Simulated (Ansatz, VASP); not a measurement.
# SiC: VASP beside Ansatz

```
CELL_PARAMETERS angstrom
0.00000 2.16024 2.16024
2.16024 0.00000 2.16024
2.16024 2.16024 0.00000
ATOMIC_POSITIONS crystal
Si 0.00000 0.00000 0.00000
C 0.75000 0.75000 0.75000
```

Alike in both runs: task single point; functional PBE; k mesh 12 × 12 × 12; occupations gaussian, width 0.05 eV; no spin polarisation.

|  | VASP | Ansatz |
| --- | --- | --- |
| version | VASP 6.6.1 | Ansatz 0.2.0 |
| potentials or method | VASP PAW PBE potentials, release 64 (Si, C) | scalar-relativistic, plane waves, PAW |
| plane-wave cutoff (eV) | 520 | 520 |
| valence electrons in the cell | 8 | 8 |

|  | VASP | Ansatz | Ansatz less VASP |
| --- | --- | --- | --- |
| gap on the k mesh at the Fermi level (eV) | 1.33 | 1.34 | +0.003 |
| least direct gap on the mesh (eV) | 4.57 | 4.58 | +0.010 |
| pressure (GPa) | 9.3 | 9.4 | +0.07 |

The functional is the same, so the differences come from potentials, cutoffs and numerics.

A k mesh can miss the band edges.
